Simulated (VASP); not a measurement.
Here is a VASP 6.6.1 calculation.

The input INCAR:

```
ALGO = Fast ; EDIFF = 1E-7
EDIFFG = -0.15 ; ENCUT = 520
GGA = PS ; IBRION = 2
ISIF = 3 ; ISMEAR = 0
IVDW = 12 ; LASPH = T
LCHARG = F ; LREAL = F
LWAVE = F ; NELM = 60
NSW = 80 ; PREC = Accurate
PSTRESS = 74.0 ; SIGMA = 0.02
```

File KPOINTS:

```
k-points
0
Gamma
  12 12 12
```

Contents of POSCAR:

```
P
1.0
    1.7257251800      0.9963479000      3.1296800100
   -1.7257251800      0.9963479000      3.1296800100
    0.0000000000     -1.9926957900      3.1296800100
P
2
Direct
    0.2270802500      0.2270802500      0.2270802500
    0.7729197500      0.7729197500      0.7729197500
```

Potentials or basis: VASP PAW PBE potentials, release 64 (P).

Launch:

```console
$ cat potpaw_PBE.64/P/POTCAR > POTCAR
$ mpirun -np 1 vasp_std > vasp.out
```

(1) Estimate the relaxed volume.

(2) Estimate the relaxed cell.

(3) Predict the band gap on the k mesh.

## Answers

(1) 13.12 Å³/atom.

(2) a = 3.331 Å, b = 3.331 Å, c = 3.331 Å, α = 60.18°, β = 60.18°, γ = 60.18°.

(3) none (metal or under the smearing width).

Caveat: the cell is relaxed towards a set pressure, so the enthalpy falls and the energy may rise; the volume moved by over 15 % at a fixed basis, so the end points are rough; the PAW data sets were made with another functional, which shifts forces and pressure a little; pairwise dispersion overbinds metals, which lowers pressure and volume.
